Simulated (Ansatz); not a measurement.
# Band table of AgBr

```yaml
crystal:
  lattice:
    - [0.00000, 2.89217, 2.89217]
    - [2.89217, 0.00000, 2.89217]
    - [2.89217, 2.89217, 0.00000]
  atoms:
    - { symbol: Ag, position: [0.00000, 0.00000, 0.00000] }
    - { symbol: Br, position: [0.50000, 0.50000, 0.50000] }
```

The base volume is that of a database entry, with shape and atoms relaxed on PAW files at held volume, so it needn't be at zero pressure; the structure needn't be the stable phase, at rest or compressed.

All numbers are PBEsol results (scalar-relativistic) from Ansatz 0.2.0, with a Γ-centred 8×8×8 k mesh, Fermi–Dirac smearing of 0.03 eV, no spin polarisation. Methods: LAPW: all electrons, basis error target 1 meV/atom.

Path points, in fractions of the reciprocal vectors: Γ (0.000, 0.000, 0.000), X (0.500, 0.000, 0.500), U (0.625, 0.250, 0.625), K (0.375, 0.375, 0.750), L (0.500, 0.500, 0.500), W (0.500, 0.250, 0.750). The distance column jumps between branches of the path. Levels in eV from the valence-band top; bands 14 to 25, counted from the lowest band of the run. The gap is 0.51 eV, the pressure -2.58 GPa.

```
# k(1/Å) point b14 b15 b16 b17 b18 b19 b20 b21 b22 b23 b24 b25
0.000 Γ -14.97 -2.72 -2.72 -2.72 -2.72 -2.72 -1.87 -1.87 -1.87 0.51 9.83 9.83
0.155 - -14.94 -3.10 -2.77 -2.77 -2.74 -2.72 -1.83 -1.83 -1.76 0.97 9.27 9.60
0.310 - -14.87 -3.71 -2.87 -2.87 -2.77 -2.69 -1.78 -1.78 -1.67 1.99 8.19 8.55
0.466 - -14.78 -4.20 -2.94 -2.94 -2.83 -2.66 -1.78 -1.78 -1.63 2.96 6.80 7.95
0.621 - -14.67 -4.45 -2.96 -2.96 -2.89 -2.63 -1.87 -1.87 -1.67 3.01 6.68 7.50
0.776 - -14.59 -4.45 -2.94 -2.92 -2.92 -2.60 -2.03 -2.03 -1.83 2.30 7.19 7.58
0.931 - -14.53 -4.29 -2.98 -2.82 -2.82 -2.58 -2.22 -2.22 -2.09 1.72 7.01 8.46
1.086 X -14.51 -4.18 -2.99 -2.75 -2.75 -2.57 -2.32 -2.32 -2.24 1.52 6.95 8.81
1.141 - -14.51 -4.17 -3.04 -2.87 -2.75 -2.45 -2.33 -2.32 -2.22 1.56 6.95 8.79
1.196 - -14.51 -4.17 -3.16 -3.03 -2.73 -2.33 -2.31 -2.25 -2.17 1.67 6.95 8.73
1.251 - -14.51 -4.15 -3.33 -3.19 -2.71 -2.33 -2.29 -2.12 -2.05 1.83 6.95 8.63
1.306 - -14.50 -4.13 -3.53 -3.33 -2.69 -2.34 -2.27 -2.07 -1.83 2.05 6.94 8.51
1.361 - -14.50 -4.10 -3.73 -3.46 -2.65 -2.35 -2.24 -2.03 -1.61 2.30 6.90 8.36
1.415 - -14.50 -4.07 -3.92 -3.58 -2.62 -2.36 -2.20 -2.00 -1.39 2.58 6.82 8.21
1.470 U -14.49 -4.10 -4.03 -3.69 -2.58 -2.37 -2.16 -1.98 -1.17 2.87 6.69 8.04
2.135 K -14.49 -4.10 -4.03 -3.69 -2.58 -2.37 -2.16 -1.98 -1.17 2.87 6.69 8.04
2.300 - -14.50 -4.53 -3.91 -3.89 -2.48 -2.42 -2.02 -1.95 -0.57 3.78 6.03 7.59
2.465 - -14.55 -4.69 -4.00 -3.70 -2.48 -2.44 -1.96 -1.87 -0.16 4.73 5.14 7.29
2.629 - -14.64 -4.56 -3.94 -3.48 -2.55 -2.46 -1.99 -1.77 -0.09 4.14 5.78 7.25
2.794 - -14.75 -4.16 -3.74 -3.24 -2.62 -2.53 -2.05 -1.73 -0.39 3.08 6.97 7.53
2.958 - -14.86 -3.55 -3.41 -3.00 -2.67 -2.62 -2.08 -1.76 -0.93 1.99 8.15 8.28
3.123 - -14.94 -3.00 -2.95 -2.80 -2.71 -2.69 -2.01 -1.83 -1.52 1.00 9.05 9.43
3.288 Γ -14.97 -2.72 -2.72 -2.72 -2.72 -2.72 -1.87 -1.87 -1.87 0.51 9.83 9.83
3.422 - -14.95 -2.89 -2.89 -2.81 -2.71 -2.71 -2.06 -1.68 -1.68 0.84 9.17 9.75
3.556 - -14.90 -3.20 -3.19 -3.19 -2.67 -2.67 -2.26 -1.32 -1.32 1.56 8.22 9.27
3.691 - -14.81 -3.77 -3.48 -3.48 -2.61 -2.61 -2.28 -0.93 -0.93 2.35 7.37 8.51
3.825 - -14.72 -4.33 -3.72 -3.72 -2.54 -2.54 -2.23 -0.57 -0.57 3.03 6.74 7.77
3.960 - -14.63 -4.77 -3.91 -3.91 -2.48 -2.48 -2.17 -0.27 -0.27 3.45 6.42 7.19
4.094 - -14.57 -5.06 -4.02 -4.02 -2.44 -2.44 -2.12 -0.07 -0.07 3.60 6.36 6.82
4.228 L -14.54 -5.15 -4.06 -4.06 -2.43 -2.43 -2.10 0.00 0.00 3.61 6.38 6.69
4.338 - -14.54 -5.12 -4.05 -4.05 -2.43 -2.42 -2.10 -0.15 -0.05 3.79 5.82 6.78
4.448 - -14.53 -5.01 -4.03 -4.02 -2.45 -2.42 -2.12 -0.51 -0.20 4.24 5.16 7.07
4.557 - -14.52 -4.83 -4.00 -3.97 -2.47 -2.42 -2.13 -0.96 -0.44 4.61 4.81 7.49
4.667 - -14.51 -4.62 -3.95 -3.92 -2.48 -2.41 -2.16 -1.39 -0.76 4.18 5.42 7.73
4.777 - -14.50 -4.38 -3.91 -3.87 -2.46 -2.40 -2.18 -1.77 -1.10 3.89 6.03 7.64
4.887 - -14.49 -4.18 -3.87 -3.85 -2.41 -2.36 -2.20 -2.06 -1.38 3.73 6.61 7.55
4.996 W -14.48 -4.10 -3.85 -3.85 -2.33 -2.32 -2.23 -2.23 -1.50 3.67 7.00 7.52
5.074 - -14.49 -4.06 -3.94 -3.74 -2.33 -2.32 -2.25 -2.23 -1.52 3.49 7.23 7.33
5.152 - -14.49 -4.02 -3.95 -3.62 -2.33 -2.32 -2.29 -2.24 -1.57 3.08 7.18 7.80
5.229 - -14.50 -4.08 -3.78 -3.49 -2.36 -2.33 -2.32 -2.26 -1.67 2.60 7.07 8.24
5.307 - -14.50 -4.12 -3.55 -3.35 -2.46 -2.34 -2.32 -2.28 -1.81 2.16 7.00 8.47
5.384 - -14.51 -4.15 -3.27 -3.20 -2.57 -2.35 -2.32 -2.30 -2.00 1.81 6.97 8.65
5.462 - -14.51 -4.17 -3.07 -2.98 -2.68 -2.42 -2.32 -2.32 -2.19 1.60 6.95 8.77
5.540 X -14.51 -4.18 -2.99 -2.75 -2.75 -2.57 -2.32 -2.32 -2.24 1.52 6.95 8.81
```
